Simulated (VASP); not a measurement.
Wanted: the native input for a VASP 6.6.1 run.

```
Task                   : relaxation of cell and atoms
Functional             : r2SCAN
Potentials or basis    : VASP PAW PBE potentials, release 64 (Se)
Cutoff                 : 600 eV
k mesh                 : 8 × 8 × 8
Occupations            : gaussian, width 0.1 eV
Spin                   : no spin polarisation
Dipole correction      : no
Further INCAR settings : ALGO = Normal; EDIFF = 1e-06; IBRION = 2; EDIFFG = -0.04; NSW = 90; ISIF = 3
```

Se:

```
Se
1.0
    -1.65219    1.65219    2.51356
     1.65219   -1.65219    2.51356
     1.65219    1.65219   -2.51356
Se
1
Direct
  0.00000 0.00000 0.00000
```

The cell was built by a generator and needn't be a form met in nature.

The input as run:

POSCAR

```
Se
1.0
   -1.6521863053      1.6521863053      2.5135604404
    1.6521863053     -1.6521863053      2.5135604404
    1.6521863053      1.6521863053     -2.5135604404
Se
1
Direct
    0.0000000000      0.0000000000      0.0000000000
```

INCAR.step1

```
PREC = Accurate
ENCUT = 600
ISMEAR = 0
SIGMA = 0.1
LREAL = False
LASPH = True
NELM = 100
GGA = PE
ALGO = Normal
EDIFF = 1E-4
LWAVE = True
LCHARG = False
```

INCAR.step2

```
PREC = Accurate
ENCUT = 600
EDIFF = 1E-6
ISMEAR = 0
SIGMA = 0.1
LREAL = False
LASPH = True
NELM = 100
ALGO = Normal
ISIF = 3
LWAVE = False
LCHARG = False
METAGGA = R2SCAN
LMIXTAU = True
IBRION = 2
NSW = 90
EDIFFG = -0.04
ISTART = 1
```

KPOINTS

```
regular mesh
0
Gamma
  8 8 8
```

Potentials or basis: VASP PAW PBE potentials, release 64 (Se).

Run with:

```console
$ cat potpaw_PBE.64/Se/POTCAR > POTCAR
$ cp INCAR.step1 INCAR
$ mpirun -np 1 vasp_std > vasp.out
$ cp INCAR.step2 INCAR
$ mpirun -np 1 vasp_std > vasp.out
```

It gave:

* Relaxed volume: 26.84 Å³/atom
* Relaxed cell: a = 4.327 Å, b = 4.327 Å, c = 4.327 Å, α = 144.76°, β = 144.76°, γ = 50.69°
* Space group after relaxing (to 0.05 Å): I4/mmm (No. 139)
* Energy gained by relaxing: 906.7 meV/atom
* Ionic steps: 29
* Pressure after relaxing: 0.1 GPa
* Band gap on the k mesh: none (metal or under the smearing width)

Caveat: the PAW data sets were made with another functional, which shifts forces and pressure a little.

It took 12 min on 1 thread of Intel(R) Xeon(R) Platinum 8488C (Sapphire Rapids), on a shared host, peak memory 0.18 GiB.
